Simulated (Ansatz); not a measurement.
# Band gap of Ta2O5 (Pmmm) from density functionals to GW, part 2 of 2

What gap does each level of theory give for Ta2O5 (Pmmm), and in what time?

Ansatz 0.2.0; density functionals, hybrids and G0W0, plane waves, PAW. Known limits of the many-body steps: finite bands, screening cutoff and k mesh; no spin-orbit coupling in G0W0.

So far. Step 5 (HSE06+SOC on the 4×4×2 mesh): Over mesh and listed points the gap is 1.415 eV, from k = (0.500, 0.500, 0.500) to k = (0.500, 0.000, 0.000). The least direct gap found is 1.824 eV, at k = (0.500, 0.500, 0.000). HSE06+SOC against HSE06: 1.415 − 1.483 = −0.068 eV, with the same mesh, set of files (read in its fully relativistic form for the spin-orbit run) and cutoff, and both edges at the same k points.

In doubt: masses and optical values from hybrid runs of this build are listed as unsure (steps 7, 8), which bears on the screening that GW takes from such a start.

### 7. G0W0@HSE06, 6×6×4 mesh, 529 empty bands, screening to 190 eV, hard PAW files

This step: G0W0 on HSE06, plane waves, PAW.

input.yaml reads:

```yaml
crystal:
  lattice:
    - [3.677, 0.0, 0.0]
    - [0.0, 3.897, 0.0]
    - [0.0, 0.0, 6.217]
  atoms:
    - { symbol: Ta, position: [0.5, 0.0, 0.5] }
    - { symbol: Ta, position: [0.0, 0.0, 0.0] }
    - { symbol: O, position: [0.0, 0.0, 0.3220028454] }
    - { symbol: O, position: [0.0, 0.0, 0.6779971546] }
    - { symbol: O, position: [0.5, 0.5, 0.5] }
    - { symbol: O, position: [0.5, 0.0, 0.0] }
    - { symbol: O, position: [0.0, 0.5, 0.0] }
kpoints:
  mp_grid: { grid: [6, 6, 4] }
hamiltonian:
  xc: hse06
  pseudopotentials: { kind: paw, source: ansatz }
scf:
  occupations: { method: fixed }
gw:
  n_empty_bands: 529
  ecut_chi: 190.0
  qp_bands: [v2, c2]
  qp_kpoints: band_edges
  screening: { model: contour_deformation }
```

Command:

```console
> ansatz run input.yaml --threads 4 --pin off --max-ram 138240MiB --backend cuda --events-out ev --progress --plain --runs-dir out --devices 1 --max-vram 26GiB
```

Numbers of over 12 decimals in the logs are rounded to 6 here.

The program printed:

```text
GPUs: using 1 of 1 available (devices: 1).
[...]
GPU FFT provider: cuFFT
GPU libraries: cuBLAS 13.8.2, cuFFT 12.4.0, cuSOLVER 12.3.4
Crystal: 7 atoms, lattice volume = 89.085 Å³
Basis set: ecut = 930 eV, 5767 PW (Γ)
Bands: 51, of which v1, the nominal top of the filled ones, is band 42 counted from 1 (41 counted from 0)
Symmetry: 8 space group operations
[...]
k-points: 48 of 144
[...]
3    43     11.7933   -10.7626    -5.0399   -15.9117  0.8004    11.9026    11.9025  root
     3    44     12.8510   -13.8864    -4.6524   -18.8521  0.7957    13.1654    13.1642  root
[...]
47    41      8.8995   -26.0719     4.1155   -22.0179  0.7552     8.9609     8.9610  root
    47    42      9.8377   -26.5596     4.1808   -22.4061  0.7621     9.8650     9.8650  root
    47    43     12.3033   -12.2913    -5.4918   -17.9506  0.7827    12.4712    12.4708  root
    47    44     14.4788   -15.6450    -4.8717   -20.9305  0.7939    14.8947    14.8925  root
[key lines of the parts left out:]
Free energy (F): -36404.900870 eV
Fermi energy:    9.837710 eV
```

The job ended after 10 min (1 × NVIDIA H100 80GB HBM3 (shared by 3 runs) with 4 threads of AMD EPYC 7R13 (Zen 3), shared host; peak memory 7.7 GiB; 16 min of CPU time).

Numbers from this step:

```yaml
bands_summed: 571
rpa_eps_infinity_on_this_mesh_eigenvalues: 3.859, 4.773, 5.386
plane_waves_in_the_screening_matrix: 513
g0w0_gap_over_the_corrected_points: 1.710 eV
k_of_the_valence_top: -0.5, -0.5, -0.5
k_of_the_conduction_bottom: -0.5, 0, 0
starting_gap_on_the_mesh: 1.523 eV
z_at_the_valence_top: 0.7621
z_at_the_conduction_bottom: 0.8072
least_direct_g0w0_gap_over_the_corrected_points: 1.995 eV
```

Over 22 of 48 irreducible mesh points the G0W0 gap is 1.710 eV, from k = (-0.500, -0.500, -0.500) to k = (-0.500, 0.000, 0.000). The HSE06 gap of this run on the mesh is 1.523 eV. The two states that bound the G0W0 gap lie that far apart at the start, so the correction of the gap is 1.710 − 1.523 = +0.187 eV. G0W0@HSE06 against G0W0@PBE with 571 bands (a further run, in the table below): 1.710 − 1.279 = +0.431 eV, with the same mesh, files and cutoffs, and both edges at the same k points. The program's warnings for this run: metallic iterate.

### 8. G0W0@PBE0, 6×6×4 mesh, 529 empty bands, screening to 190 eV, hard PAW files

This step: G0W0 on PBE0, plane waves, PAW.

Changes to input.yaml since step 7:

```diff
@@ -16,3 +16,3 @@
 hamiltonian:
-  xc: hse06
+  xc: pbe0
   pseudopotentials: { kind: paw, source: ansatz }
```

The program printed:

```text
GPUs: using 1 of 1 available (devices: 1).
[...]
GPU FFT provider: cuFFT
GPU libraries: cuBLAS 13.8.2, cuFFT 12.4.0, cuSOLVER 12.3.4
Crystal: 7 atoms, lattice volume = 89.085 Å³
Basis set: ecut = 930 eV, 5767 PW (Γ)
Bands: 51, of which v1, the nominal top of the filled ones, is band 42 counted from 1 (41 counted from 0)
Symmetry: 8 space group operations
[...]
k-points: 48 of 144
[...]
3    43     12.1513   -10.7326    -4.9012   -15.5011  0.8142    12.0187    12.0185  root
     3    44     13.2208   -13.8477    -4.5352   -18.4336  0.8096    13.2715    13.2714  root
[...]
47    41      8.5033   -26.0803     3.9652   -22.4323  0.7703     8.8194     8.8205  root
    47    42      9.4438   -26.5655     4.0315   -22.8184  0.7764     9.7274     9.7282  root
    47    43     12.6824   -12.2685    -5.3375   -17.5273  0.7981    12.6038    12.6037  root
    47    44     14.8561   -15.6297    -4.7337   -20.5181  0.8076    15.0110    15.0107  root
[key lines of the parts left out:]
Free energy (F): -36400.499750 eV
Fermi energy:    9.443751 eV
```

Elapsed: 9.2 min, on 1 × NVIDIA H100 80GB HBM3 (shared by 3 runs) with 4 threads; peak memory 7.6 GiB; 14 min of CPU time.

Numbers from this step:

```
bands summed                                    : 571
RPA ε∞ on this mesh (eigenvalues)               : 3.596, 4.431, 4.910
plane waves in the screening matrix             : 513
G0W0 gap over the corrected points              : 1.944 eV
k of the valence top                            : -0.5, -0.5, -0.5
k of the conduction bottom                      : -0.5, 0, 0
starting gap on the mesh                        : 2.265 eV
Z at the valence top                            : 0.7764
Z at the conduction bottom                      : 0.8202
least direct G0W0 gap over the corrected points : 2.254 eV
```

Over 22 of 48 irreducible mesh points the G0W0 gap is 1.944 eV, from k = (-0.500, -0.500, -0.500) to k = (-0.500, 0.000, 0.000). The PBE0 gap of this run on the mesh is 2.265 eV. The two states that bound the G0W0 gap lie that far apart at the start, so the correction of the gap is 1.944 − 2.265 = −0.321 eV. G0W0@PBE0 against G0W0@HSE06 with 571 bands: 1.944 − 1.710 = +0.234 eV, with the same mesh, files and cutoffs, and both edges at the same k points. The program's warnings for this run: coarse exchange mesh; metallic iterate.

### 9. All levels together

Each gap is the least one over the points named; times are wall times on shared hosts, not benchmarks. A G0W0 time includes the run's own self-consistent start. Runs with listed points see these and the mesh alone, so an edge that moves elsewhere is missed. Rows marked * are further runs, not shown as steps, whose inputs differ from the G0W0 step on the same start in the columns given; solver thresholds can differ too. Symmetry makes (0.500, 0.500, 0.500) and (-0.500, -0.500, -0.500) one point. Symmetry makes (0.500, 0.000, 0.000) and (-0.500, 0.000, 0.000) one point.

```csv
level,mesh,"files, cutoff","bands summed, screening",points,gap (eV),valence top,conduction bottom,least direct gap (eV),time
PBE,6×6×4,"soft_1 PAW, 420 eV",-,mesh and path,0.312,"(0.500, 0.500, 0.500)","(0.500, 0.000, 0.000)",0.434,14 s
PBE+SOC,6×6×4,"soft_1 PAW, 420 eV",-,mesh and listed points,0.192,"(0.500, 0.500, 0.500)","(0.500, 0.000, 0.000)",0.437,12 s
HSE06,4×4×2,"soft_1 PAW, 420 eV",-,mesh and listed points,1.483,"(0.500, 0.500, 0.500)","(0.500, 0.000, 0.000)",1.825,13 s
HSE06+SOC,4×4×2,"soft_1 PAW, 420 eV",-,mesh and listed points,1.415,"(0.500, 0.500, 0.500)","(0.500, 0.000, 0.000)",1.824,54 s
G0W0@PBE*,6×6×4,"hard PAW, 930 eV","275, 110 eV",27 of 48 irreducible mesh points,1.169,"(-0.500, -0.500, -0.500)","(-0.500, 0.000, 0.000)",1.349,87 s
G0W0@PBE*,6×6×4,"hard PAW, 930 eV","571, 190 eV",27 of 48 irreducible mesh points,1.279,"(-0.500, -0.500, -0.500)","(-0.500, 0.000, 0.000)",1.471,4.6 min
G0W0@PBE,6×6×4,"hard PAW, 930 eV","939, 270 eV",27 of 48 irreducible mesh points,1.357,"(-0.500, -0.500, -0.500)","(-0.500, 0.000, 0.000)",1.558,10 min
G0W0@PBE*,8×8×4,"hard PAW, 930 eV","275, 110 eV",35 of 75 irreducible mesh points,1.169,"(-0.500, -0.500, -0.500)","(-0.500, 0.000, 0.000)",1.351,4.2 min
G0W0@HSE06,6×6×4,"hard PAW, 930 eV","571, 190 eV",22 of 48 irreducible mesh points,1.710,"(-0.500, -0.500, -0.500)","(-0.500, 0.000, 0.000)",1.995,10 min
G0W0@PBE0,6×6×4,"hard PAW, 930 eV","571, 190 eV",22 of 48 irreducible mesh points,1.944,"(-0.500, -0.500, -0.500)","(-0.500, 0.000, 0.000)",2.254,9.2 min
```

### 10. Summary of results

```yaml
pbe_over_mesh_and_path: 0.312 eV
pbe_soc_over_mesh_and_listed_points: 0.192 eV
hse06_over_mesh_and_listed_points: 1.483 eV
hse06_soc_over_mesh_and_listed_points: 1.415 eV
g0w0_pbe_939_bands_6x6x4_over_27_of_48_irreducible_mesh_points: 1.357 eV
g0w0_hse06_over_22_of_48_irreducible_mesh_points: 1.710 eV
g0w0_pbe0_over_22_of_48_irreducible_mesh_points: 1.944 eV
known_limits: finite bands, screening cutoff and k mesh; no spin-orbit coupling in G0W0
```

**Reading.** The rows run from 0.192 eV (PBE+SOC) to 1.944 eV (G0W0@PBE0). They differ in mesh, files, plane-wave cutoff, bands and screening cutoff of G0W0 and the points over which the gap was sought as well as in level, so only pairs that share these are like for like. PBE+SOC against PBE: 0.192 − 0.312 = −0.120 eV, with the same mesh, set of files (read in its fully relativistic form for the spin-orbit run) and cutoff, and both edges at the same k points. The spin-orbit run sees mesh and listed points alone, so its gap is an upper bound: the coupling can move an edge off these points, and the change over the zone, its sign included where it is small, is not known. HSE06+SOC against HSE06: 1.415 − 1.483 = −0.068 eV, with the same mesh, set of files (read in its fully relativistic form for the spin-orbit run) and cutoff, and both edges at the same k points. The spin-orbit run sees mesh and listed points alone, so its gap is an upper bound: the coupling can move an edge off these points, and the change over the zone, its sign included where it is small, is not known. G0W0@HSE06 against G0W0@PBE with 571 bands: 1.710 − 1.279 = +0.431 eV, with the same mesh, files and cutoffs, and both edges at the same k points. G0W0@PBE0 against G0W0@HSE06 with 571 bands: 1.944 − 1.710 = +0.234 eV, with the same mesh, files and cutoffs, and both edges at the same k points. G0W0@PBE (939 bands, 6×6×4) moves the gap of its own start on the mesh by 1.357 − 0.328 = +1.029 eV, between the same two levels. Both edges that PBE shows over mesh and path lie at k points where levels were corrected. Levels at other points were not corrected, so a lower G0W0 gap elsewhere in the zone is not ruled out. G0W0@HSE06 moves the gap of its own start on the mesh by 1.710 − 1.523 = +0.187 eV, between the same two levels. Both edges that HSE06 shows over mesh and listed points lie at k points where levels were corrected. Levels at other points were not corrected, so a lower G0W0 gap elsewhere in the zone is not ruled out. G0W0@PBE0 moves the gap of its own start on the mesh by 1.944 − 2.265 = −0.321 eV, between the same two levels. No PBE0 run over points off the mesh is shown, so for G0W0@PBE0 the gap over the whole zone is not known. What spin-orbit coupling does to the G0W0 levels was not computed, so no sum with the G0W0 gap is formed. For G0W0@PBE: from 275 bands and 110 eV to 939 bands and 270 eV the gap moves by 1.357 − 1.169 = +0.188 eV (rung by rung 1.169, 1.279, 1.357 eV); bands and screening cutoff rise together, so their parts are not told apart. A line in one over the bands through the two highest rungs gives 1.357 + (1.357 − 1.279) × 571 / (939 − 571) = 1.478 eV, and through the pair below 1.279 + (1.279 − 1.169) × 275 / (571 − 275) = 1.381 eV. The two differ by 0.097 eV, not under the 0.030 eV asked, so the law does not hold well over these rungs and the limit is not known. The other G0W0 rows are shown at one basis each (571 bands), so their distance from the limit is not known here. With the 8×8×4 mesh in place of the 6×6×4 mesh and all else as in the G0W0@PBE row with 275 bands, the gap differs by 1.169 − 1.169 = +0.000 eV, and that of the start by 0.330 − 0.328 = +0.002 eV. For G0W0@HSE06: the program's warnings for this run: metallic iterate. For G0W0@PBE0: the program's warnings for this run: coarse exchange mesh; metallic iterate. The G0W0 runs are scalar-relativistic. G0W0 is shown with one set of atomic data (hard PAW), so the error from the files is not known here.

[Paths, hosts, dates, memory and timing lines, banners, echoed tables and standing remarks are left out of the program output.]

[Logs are printed without paths, hosts, clocks, repeated set-up lines and the standing remarks that a program may print on its own settings, such as how far it seeks lower states.]

[Runs of the session that timed out or met a known fault of the program may be left out.]

[Cells called generated may have been cut or substituted from an entry of the Crystallography Open Database or the Materials Project.]

[Hosts, paths, dates, database ids (printed as entryN), source tags and the programs' standing remarks are cut or masked in the printed files.]

[Where an RPA ε∞ is given, it is that of the G0W0 mesh and is not shown converged in it. Names of k-points follow the symmetry that the program found, which can be lower than the space group named. Band edges on a path are those of the sampled points; other points can move an edge, and change direct to indirect where valleys lie close.]

[Hybrid gaps are those of their k-mesh and are not shown converged in it.]
